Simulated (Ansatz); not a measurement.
Gd (Im-3m); parallel moments.

```
CELL_PARAMETERS angstrom
4.05000 0.00000 0.00000
0.00000 4.05000 0.00000
2.02500 2.02500 6.07500
ATOMIC_POSITIONS crystal
Gd 0.00000 0.00000 0.00000
Gd 0.33333 0.33333 0.33333
Gd 0.66667 0.66667 0.66667
```

The source of the geometry is a structure as deposited in COD, repeated to hold the magnetic orders; atoms and cell stay fixed.

Functional, mesh and filling: PBE, 8×8×8 k mesh, Fermi–Dirac smearing of 0.03 eV. PAW means Ansatz 0.2.0 on its default frozen-core files. Site moments are integrated in spheres about the atoms. Start moments (μB): Gd1 7, Gd2 7, Gd3 7.

Iteration by iteration:

```csv
iteration,Harris–Foulkes energy less the last (meV),density residual (eV),M (μB),∫|m| (μB)
1,682.580,5.6e-01,21.4987,21.4987
2,507.795,4.1e-01,21.6394,21.6394
3,144.327,1.2e-01,22.2569,22.2569
4,17.455,4.8e-03,22.7395,22.7395
5,2.880,1.3e-03,22.8930,22.8930
6,0.497,6.6e-05,22.9728,22.9728
7,0.032,2.0e-05,23.0195,23.0195
8,0.006,1.9e-06,23.0237,23.0237
9,0.000,1.9e-07,23.0301,23.0301
10,0.000,3.7e-09,23.0292,23.0292
11,0.000,1.0e-08,23.0295,23.0295
```

Site moments (μB): Gd1 7.37, Gd2 7.37, Gd3 7.37. Cell moment 23.03 μB.

Without U a semilocal functional puts the f levels too near the Fermi level, which can change moments and the order of magnetic states; site and cell moments are spin moments. Spin–orbit coupling is left out although heavy atoms are present. With open f shells a run can end in a state that isn't the lowest. The magnetic state is the one that this cell and start allow. It needn't be the compound's measured order, which may need a larger cell or be absent.
